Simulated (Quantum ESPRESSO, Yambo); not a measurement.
# Excitons of BeTe (F-43m) on ever denser meshes, part 2 of 4

Wanted: excitons and ε₂ of BeTe (F-43m), with cost.

Quantum ESPRESSO 7.5 and Yambo 5.3.0; PBE and many-body steps on it, plane waves. Known limits of the many-body steps: not at the basis limit; no spin-orbit coupling; coarse k mesh; bindings not settled in the k mesh.

So far. Step 4 (Screening and self-energy, 4×4×4 mesh, 117 bands …): The gap on the mesh goes from 2.03 eV to 2.81 eV, a correction of +0.78 eV. Step 5 (Empty states on the mesh, 4×4×4 mesh, 24 bands): On this mesh the gap is 2.027 eV.

## Step 7: Excitons

Light makes an electron and a hole together. The Bethe-Salpeter equation adds their screened attraction and their exchange, in a window of bands around the gap.

This step: Bethe-Salpeter equation on PBE with a scissors shift, plane waves, norm-conserving pseudopotentials.

Input file bse3.in:

```
optics
bss
bse
em1s
dipoles
rim_cut
RandQpts= 1000000
RandGvec= 1 RL
Chimod= "HARTREE"
BSKmod= "SEX"
BSEmod= "resonant"
BSSmod= "d"
BSENGexx= 20 Ry
BSENGBlk= 4 Ry
% BSEQptR
 1 | 1 |
%
% BSEBands
 12 | 18 |
%
% BEnRange
 0 | 7 | eV
%
% BDmRange
 0.1 | 0.1 | eV
%
BEnSteps= 141
% BLongDir
 1 | 0 | 0 |
%
% BndsRnXs
 11 | 24 |
%
NGsBlkXs= 4 Ry
% LongDrXs
 1 | 1 | 1 |
%
% KfnQP_E
 1.038 | 1.0 | 1.0 |
%
WRbsWF
FFTGvecs= 40 Ry
```

On the command line:

```
> OMP_NUM_THREADS=1 mpirun -n 4 yambo -F bse3.in -J bse3 -C bse3 > bse3.log
```

The program printed:

```text
 Yambo, version 5.3.0

 [02] CORE Variables Setup
 =========================

  [... cell, symmetries and grids as in the set-up ...]

  [02.05] Energies & Occupations
  ==============================

  [X] === General ===
  [X] Electronic Temperature                        :  0.000000  0.000000 [eV K]
  [X] Bosonic    Temperature                        :  0.000000  0.000000 [eV K]
  [X] Finite Temperature mode                       : no
  [X] El. density                                   :  0.61673E+24 [cm-3]
  [X] Fermi Level                                   :  8.438418 [eV]

  [X] === Gaps and Widths ===
  [X] Conduction Band Min                           :  2.026902 [eV]
  [X] Valence Band Max                              :  0.000000 [eV]
  [X] Filled Bands                                  :  14
  [X] Empty Bands                                   :  15  24
  [X] Direct Gap                                    :  3.644780 [eV]
  [X] Direct Gap localized at k                     :  1
  [X] Indirect Gap                                  :  2.026902 [eV]
  [X] Indirect Gap between kpts                     :   1   7
  [X] Last valence band width                       :  3.120670 [eV]
  [X] 1st conduction band width                     :  3.269927 [eV]

 [03] Transferred momenta grid and indexing
 ==========================================

 [BZ sampling] Q-grid is User defined and/or read from the database

 IBZ Q-points                                      :   8
 BZ  Q-points                                      :   64

 K/Q-points units:
 rlu = crystal or reduced units; cc = cartesian coordinates; iku = interal k-units

 Q [1]          [rlu]:  0.000000  0.000000  0.000000
 Q [2]          [rlu]:  0.54651E-16  0.26895E-16  0.25000
 Q [3]          [rlu]: -0.10930E-15 -0.53790E-16 -0.50000
 Q [4]          [rlu]:  0.45585E-17  0.25000      0.25000
 Q [5]          [rlu]:  0.71568E-16  0.25000      0.50000
 Q [6]          [rlu]:  0.40755E-16  0.25000     -0.25000
 Q [7]          [rlu]: -0.91171E-17 -0.50000     -0.50000
 Q [8]          [rlu]:  0.250000 -0.500000 -0.250000

  [03.01] X + BSE indexes
  =======================

   [03.01.01] Sigma indexes
   ========================

 [04] Coloumb potential Random Integration (RIM)
 ===============================================

  [04.01] RIM initialization
  ==========================

  * Diagonal components only detected *

  8 x (sBL volume)        :  0.101203 [a.u.]
  sBZ random points       :  1000000
  Points outside the sBZ  :   7968281
  RL volume               :  0.809622 [a.u.]
  Integrated volume       :  0.812845 [a.u.]

  [04.02] RIM integrals
  =====================

  Gamma point sphere radius             :  0.084531 [a.u.]
  Points outside the sphere             :   800476
  [Int_sBZ(q=0) 1/q^2]*(Vol_sBZ)^(-1/3) =:  7.776341
                                 should be <:  7.795600

  Summary of Coulomb integrals for non-metallic bands |Q|[au] RIM/Bare

  Q [1] 0.100000E-4 0.997530 * Q [2] 0.254239 1.068480
  Q [4] 0.293569 1.066792 * Q [6] 0.415170 1.029814
  Q [5] 0.486830 1.022655 * Q [3] 0.508477 1.020683
  Q [7] 0.587139 1.017590 * Q [8] 0.656441 1.014612

 [05] External/Internal QP corrections
 =====================================

 [QP_apply] Action to be applied: USER defined scissor

  [05.01]  QP corrections report
  ==============================

  [K+QP] === General ===
  [K+QP] Electronic Temperature                     :  0.000000  0.000000 [eV K]
  [K+QP] Bosonic    Temperature                     :  0.000000  0.000000 [eV K]
  [K+QP] Finite Temperature mode                    : no
  [K+QP] El. density                                :  0.61673E+24 [cm-3]
  [K+QP] Fermi Level                                :  0.000000 [eV]

  [K+QP] === Gaps and Widths ===
  [K+QP] Conduction Band Min                        :  3.064902 [eV]
  [K+QP] Valence Band Max                           :  0.000000 [eV]
  [K+QP] Filled Bands                               :  14
  [K+QP] Empty Bands                                :  15  24
  [K+QP] Direct Gap                                 :  4.682780 [eV]
  [K+QP] Direct Gap localized at k                  :  1
  [K+QP] Indirect Gap                               :  3.064902 [eV]
  [K+QP] Indirect Gap between kpts                  :   1   7
  [K+QP] Last valence band width                    :  3.120670 [eV]
  [K+QP] 1st conduction band width                  :  3.269927 [eV]

  [coarse-grid] Minimum Bare Gap        [ev]:  2.026902
  [coarse-grid] Minimum Gap Correction  [ev]:  1.038000

  Eqp @ K [1]
  -158.8972 -108.9224 -108.9224 -108.9224 -100.3698  -36.2013  -36.2013  -36.2013
   -36.1892     -36.1892     -12.1899    -0.187631E-6 -0.156825E-6   0.00000      4.68278      4.68278
    4.68278   4.74777   9.33800  11.44709  11.44709  12.31378  12.31378  12.31379
  Eqp @ K [2]
  -158.8972 -108.9224 -108.9224 -108.9224 -100.3698  -36.1999  -36.1996  -36.1996
  -36.18920 -36.18920 -11.65043  -3.25637  -0.65384  -0.65384   4.33248   5.54412
    5.54412   8.00035  10.07667  10.16714  10.16714  12.61673  16.37968  16.37968
  Eqp @ K [3]
[...]
Eqp @ K [4]
[...]
Eqp @ K [5]
[...]
[... 2 further k-points ...]
  Eqp @ K [8]
  -158.8973 -108.9224 -108.9224 -108.9224 -100.3698  -36.1992  -36.1986  -36.1955
  -36.18999 -36.18853 -10.38569  -4.50109  -3.59895  -3.12067   6.33483   6.57901
    6.63514   7.18517  11.97359  12.64660  13.97108  14.81808  17.79865  18.09989

 [06] Dipoles
 ============

  [06.01] Setup: observables and procedures
  =========================================

  [WARNING] [r,Vnl^pseudo] included in position and velocity dipoles.

  [WARNING] In case H contains other non local terms, these are neglected

 [07] Static Dielectric Matrix
 =============================

 [WR./bse3//ndb.em1s]------------------------------------------------------------
  Brillouin Zone Q/K grids (IBZ/BZ)                :    8   64    8   64
  RL vectors                                       :  1411 [WF]
  Coulomb cutoff potential                         : none
  Electronic Temperature                           :  0.000000 [K]
  Bosonic    Temperature                           :  0.000000 [K]
  Static diel. fun.  energies                      : Perdew, Burke & Ernzerhof(X)+Perdew, Burke & Ernzerhof(C)
  wavefunctions                                    : Perdew, Burke & Ernzerhof(X)+Perdew, Burke & Ernzerhof(C)
  Global Gauge                                     : length
  X matrix size                                    :   59
  X band range                                     :  11  24
  X e/h energy range                               : -1.000000 -1.000000 [eV]
  X Time ordering                                  : T
  X Hxc Kernel                                     : HARTREE
  X Drude frequency                                :  0.000000  0.000000
  X poles                                          :  100.0000 [o/o]
  RL vectors in the sum                            :  1411
  [r,Vnl] included                                 : yes
  Field direction                                  :  0.577350E-5  0.577350E-5  0.577350E-5
  BZ energy Double Grid                            : no
  BZ energy DbGd points                            : 0
  BZ Q point size factor                           : -1.000000
  X Optical Averaged directions                    : none

 [08] Bethe Salpeter Equation driver
 ===================================

  [08.01] Bethe Salpeter Equation @q1
  ===================================

   [08.01.01] Transition pre-analysis @q1
   ======================================

   [08.01.02] Transition Groups build-up @q1
   =========================================

   [BSK] Transition groups (total):  16
   [BSK] Size (resonant):   768
   [BSK]         (total):   768
   [BSK] N. of matrices :  1

   [08.01.03] Loading Dipoles @q1
   ==============================

   [08.01.04] Independent Particles properties @q1
   ===============================================

   ==========================================================

   [BSE] Exchange components :   531
   [BSE] Correlation components :   59  259

    [08.01.05.01] Screened interaction header I/O
    =============================================

    [08.01.05.02] Main kernel loop
    ==============================

    [08.01.05.03] Wave-Function Phases
    ==================================

    [BSE] WF phases found       :  47.17262 [o/o]

   [08.01.06] BSE solver(s) @q1
   ============================

   [08.01.07] Diago Solver @q1
   ===========================

 [11] Game Over & Game summary
```

Elapsed: 5.6 s, on 4 MPI ranks of Arm Neoverse V1, shared host; peak memory 1.1 GiB; 18 s of CPU time.

This step gave:

* transitions in the window: 768
* direct gap of the transition levels: 4.683 eV
* lowest state: 4.357 eV
* first strong exciton (over a fiftieth of the strongest listed): 4.357 eV
* binding of the lowest state below the direct gap: 0.3258 eV
* Coulomb term of one mesh cell: 0.3203 eV

The binding is 1.0 times the screened Coulomb term of one mesh cell (0.32 eV), so it is not shown settled.

The lowest state lies at 4.357 eV, 0.326 eV under the direct gap.

Lines within 3 meV are set at the lowest of them, and the highest group, which the list may cut short, is left out. Lines of the exciton spectrum (strongest = 100):

| position (eV) | lines merged | strength, relative |
| --- | --- | --- |
| 4.357 | 6 | 100 |
| 4.393 | 1 | 0.0 |
| 4.397 | 1 | 0.0 |
| 4.433 | 1 | 0.0 |
| 4.444 | 3 | 5.1 |
| 4.651 | 3 | 43 |
| 4.670 | 3 | 0.1 |
| 4.691 | 2 | 0.0 |
| 4.726 | 3 | 0.0 |

The ε₂ has structure finer than the step of the table below, so its rows give means over 0.25 eV, whole bins alone (the curve runs from 0 to 7 eV). Peaks (eV: height): BSE 4.350: 76.3, 5.600: 43.8; no electron-hole interaction 5.000: 36.0, 6.000: 73.0.

Field along x; broadening 0.1 eV; transition window only. Limits: finite bands, cutoff and mesh; no spin-orbit coupling; coarse k mesh; exciton not shown settled in the k mesh. ε₂ against photon energy; means over each step:

| photon energy (eV) | BSE | no electron-hole interaction |
| --- | --- | --- |
| 0.25 | 0.0959 | 0.0698 |
| 0.50 | 0.107 | 0.0768 |
| 0.75 | 0.121 | 0.0849 |
| 1.00 | 0.138 | 0.0944 |
| 1.25 | 0.158 | 0.106 |
| 1.50 | 0.183 | 0.119 |
| 1.75 | 0.215 | 0.136 |
| 2.00 | 0.257 | 0.156 |
| 2.25 | 0.313 | 0.181 |
| 2.50 | 0.390 | 0.213 |
| 2.75 | 0.502 | 0.256 |
| 3.00 | 0.673 | 0.313 |
| 3.25 | 0.959 | 0.395 |
| 3.50 | 1.50 | 0.516 |
| 3.75 | 2.75 | 0.715 |
| 4.00 | 7.24 | 1.09 |
| 4.25 | 40.9 | 1.98 |
| 4.50 | 45.8 | 6.29 |
| 4.75 | 27.2 | 17.8 |
| 5.00 | 19.6 | 29.2 |
| 5.25 | 16.7 | 25.5 |
| 5.50 | 29.4 | 13.7 |
| 5.75 | 21.0 | 18.9 |
| 6.00 | 9.51 | 54.9 |
| 6.25 | 4.07 | 28.8 |
| 6.50 | 5.99 | 9.35 |
| 6.75 | 4.85 | 10.9 |

## Step 8: Triplet (no exchange term)

bse4.in, as its differences from bse3.in of step 7:

```diff
@@ -12,3 +12,3 @@
 BSSmod= "d"
-BSENGexx= 20 Ry
+BSENGexx= 1 RL
 BSENGBlk= 4 Ry
```

On the command line:

```
> OMP_NUM_THREADS=1 mpirun -n 4 yambo -F bse4.in -J bse4,bse3_W -C bse4 > bse4.log
```

The program printed:

```text
 Yambo, version 5.3.0

 [02] CORE Variables Setup
 =========================

  [... cell, symmetries and grids as in the set-up ...]

  [02.05] Energies & Occupations
  ==============================

  [X] === General ===
  [X] Electronic Temperature                        :  0.000000  0.000000 [eV K]
  [X] Bosonic    Temperature                        :  0.000000  0.000000 [eV K]
  [X] Finite Temperature mode                       : no
  [X] El. density                                   :  0.61673E+24 [cm-3]
  [X] Fermi Level                                   :  8.438418 [eV]

  [X] === Gaps and Widths ===
  [X] Conduction Band Min                           :  2.026902 [eV]
  [X] Valence Band Max                              :  0.000000 [eV]
  [X] Filled Bands                                  :  14
  [X] Empty Bands                                   :  15  24
  [X] Direct Gap                                    :  3.644780 [eV]
  [X] Direct Gap localized at k                     :  1
  [X] Indirect Gap                                  :  2.026902 [eV]
  [X] Indirect Gap between kpts                     :   1   7
  [X] Last valence band width                       :  3.120670 [eV]
  [X] 1st conduction band width                     :  3.269927 [eV]

 [03] Transferred momenta grid and indexing
 ==========================================

 IBZ Q-points                                      :   8
 BZ  Q-points                                      :   64

 K/Q-points units:
 rlu = crystal or reduced units; cc = cartesian coordinates; iku = interal k-units

 Q [1]          [rlu]:  0.000000  0.000000  0.000000
 Q [2]          [rlu]:  0.54651E-16  0.26895E-16  0.25000
 Q [3]          [rlu]: -0.10930E-15 -0.53790E-16 -0.50000
[...]
[K+QP] === Gaps and Widths ===
  [K+QP] Conduction Band Min                        :  3.064902 [eV]
  [K+QP] Valence Band Max                           :  0.000000 [eV]
  [K+QP] Filled Bands                               :  14
  [K+QP] Empty Bands                                :  15  24
  [K+QP] Direct Gap                                 :  4.682780 [eV]
  [K+QP] Direct Gap localized at k                  :  1
  [K+QP] Indirect Gap                               :  3.064902 [eV]
  [K+QP] Indirect Gap between kpts                  :   1   7
  [K+QP] Last valence band width                    :  3.120670 [eV]
  [K+QP] 1st conduction band width                  :  3.269927 [eV]

  [coarse-grid] Minimum Bare Gap        [ev]:  2.026902
  [coarse-grid] Minimum Gap Correction  [ev]:  1.038000

  Eqp @ K [1]
  -158.8972 -108.9224 -108.9224 -108.9224 -100.3698  -36.2013  -36.2013  -36.2013
   -36.1892     -36.1892     -12.1899    -0.187631E-6 -0.156825E-6   0.00000      4.68278      4.68278
    4.68278   4.74777   9.33800  11.44709  11.44709  12.31378  12.31378  12.31379
  Eqp @ K [2]
[...]
Eqp @ K [3]
[...]
Eqp @ K [4]
[...]
Eqp @ K [5]
[...]
[... 2 further k-points ...]
  Eqp @ K [8]
[...]
-36.18999 -36.18853 -10.38569  -4.50109  -3.59895  -3.12067   6.33483   6.57901
    6.63514   7.18517  11.97359  12.64660  13.97108  14.81808  17.79865  18.09989

 [06] Dipoles
 ============

  [06.01] Setup: observables and procedures
  =========================================

  [WARNING] [r,Vnl^pseudo] included in position and velocity dipoles.

  [WARNING] In case H contains other non local terms, these are neglected

 [07] Static Dielectric Matrix
 =============================

    [08.01.05.02] Main kernel loop
    ==============================

    [08.01.05.03] Wave-Function Phases
    ==================================

    [BSE] WF phases found       :  47.17262 [o/o]

   [08.01.06] BSE solver(s) @q1
   ============================

   [08.01.07] Diago Solver @q1
   ===========================

 [11] Game Over & Game summary
```

Run time: 3.4 s. Hardware: 4 MPI ranks; peak memory 1.1 GiB; 13 s of CPU time.

The lowest triplet lies at 4.242 eV; without spin-orbit coupling triplets are dark, so no spectrum is read.

## Step 9: Empty states on the mesh, 6×6×6 mesh, 24 bands

This step: Quantum ESPRESSO 7.5; DFT, PBE, plane waves, norm-conserving pseudopotentials.

Input file pw.in:

```
&control
  calculation = 'nscf'
  prefix = 'x'
  outdir = 'o'
  pseudo_dir = 'pseudo'
/
&system
  ibrav = 0
  nat = 2
  ntyp = 2
  ecutwfc = 88.0
  nbnd = 24
  force_symmorphic = .true.
/
&electrons
  conv_thr = 1e-9
  electron_maxstep = 80
  diago_full_acc = .true.
  diago_thr_init = 5e-6
/
ATOMIC_SPECIES
  Be 9.012 Be.upf
  Te 127.6 Te.upf
CELL_PARAMETERS angstrom
  -0.0000000000 2.8314587876 2.8314587876
  2.8314587876 0.0000000000 2.8314587876
  2.8314587876 2.8314587876 0.0000000000
ATOMIC_POSITIONS crystal
  Be 0.0000000000 0.0000000000 0.0000000000
  Te 0.7500000000 0.7500000000 0.7500000000
K_POINTS automatic
  6 6 6 0 0 0
```

On the command line:

```
> OMP_NUM_THREADS=1 mpirun -n 4 pw.x -nk 4 -in pw.in > pw.out
```

The program printed:

```text
[banner, memory and clock lines left out]
Program PWSCF v.7.5 starts

     Atomic positions and unit cell read from directory:
     o/x.save/

     Message from routine setup:
     using ibrav=0 with symmetry is DISCOURAGED, use correct ibrav instead

     G-vector sticks info

     bravais-lattice index     =            0
     lattice parameter (alat)  =       7.5670  a.u.
     unit-cell volume          =     306.3778 (a.u.)^3
     number of atoms/cell      =            2
     number of atomic types    =            2
     number of electrons       =        28.00
[...]
-27.7509 -27.7509  -3.4996   6.4828   8.0719   8.0719  11.8896  12.6145
    12.6145  14.1380  17.3591  17.6239  17.6239  19.3770  22.1283  22.1283

          k = 0.2357 0.2357-0.2357 (  4272 PWs)   bands (ev):

  -150.4588-100.4840-100.4840-100.4840 -91.9314 -27.7612 -27.7606 -27.7606
   -27.7506 -27.7506  -2.8730   4.0717   7.5445   7.5445  11.6015  13.0798
    13.0798  16.1943  17.7324  18.1221  18.1221  20.9637  24.5125  24.5125

          k =-0.3536-0.3536 0.3536 (  4314 PWs)   bands (ev):

     [... further k-points ...]

     highest occupied, lowest unoccupied level (ev):     8.4384   10.4653

     XML data file, pseudopotentials, collected wavefunctions
```

It took 3 s on 4 MPI ranks; peak memory 0.24 GiB.

Numbers from this step:

| Item | Value |
| --- | --- |
| gap | 2.027 eV |
| k of the valence top | 0, 0, 0 |
| k of the conduction bottom | 0, -0.5, -0.5 |
| least direct gap | 3.645 eV |
| k points computed | 16 |
| lowest point of the top converged band, above the valence top | 11.28 eV |

On this mesh the gap is 2.027 eV.

## Step 10: Conversion and set-up

This step: Yambo 5.3.0; conversion and set-up on PBE, plane waves, norm-conserving pseudopotentials.

On the command line:

```
> (cd o/x.save; p2y > p2y.log; mv SAVE ../..); yambo > setup.log
```

The program printed:

```text
 Yambo, version 5.3.0

 [02] CORE Variables Setup
 =========================

  [02.01] Unit cells
  ==================

  Cell kind             :  FCC
  Atoms in the cell     :  Be  Te
  number of Be atoms    :  1
  number of Te atoms    :  1

  List of atomic masses
  Mass of Be    :  9.012000
  Mass of Te    :  127.6000

  List of atomic coordinates    : [cc]
  Be1       :  0.000000  0.000000  0.000000  order 1
  Te1       :  8.026022  8.026022  8.026022  order 2

  Alat factors          :  5.350682  5.350682  5.350682 [a.u.]
  Direct lattice volume :  306.3778 [a.u.]
[...]
Q [ 1]         [rlu]:  0.000000  0.000000  0.000000
 Q [ 2]         [rlu]: -0.51995E-17 -0.51995E-17  0.16667
 Q [ 3]         [rlu]: -0.10399E-16 -0.10399E-16  0.33333
[...]
Q [ 8]         [rlu]: -0.14756E-16  0.16667     -0.33333
 Q [ 9]         [rlu]:  0.10399E-16  0.16667     -0.16667
 Q [10]         [rlu]:  0.29714E-16  0.33333      0.33333
     [... 4 further rows ...]
 Q [15]         [rlu]:  0.166667  0.333333 -0.333333
 Q [16]         [rlu]:  0.166667 -0.500000 -0.333333

  [03.01] X indexes
  =================

   [03.01.01] Sigma indexes
   ========================

 [06] Game Over & Game summary
```

It took 3 s on 1 MPI rank; peak memory 0.25 GiB.

(Part 2 of 4 ends here.)

[Paths, hosts, dates, memory and timing lines, banners, echoed tables and standing remarks are left out of the program output.]

[Logs are printed without paths, hosts, clocks, repeated set-up lines and the standing remarks that a program may print on its own settings, such as how far it seeks lower states.]

[Runs of the session that timed out or met a known fault of the program may be left out.]

[Hosts, paths, dates, database ids (printed as entryN), source tags and the programs' standing remarks are cut or masked in the printed files.]
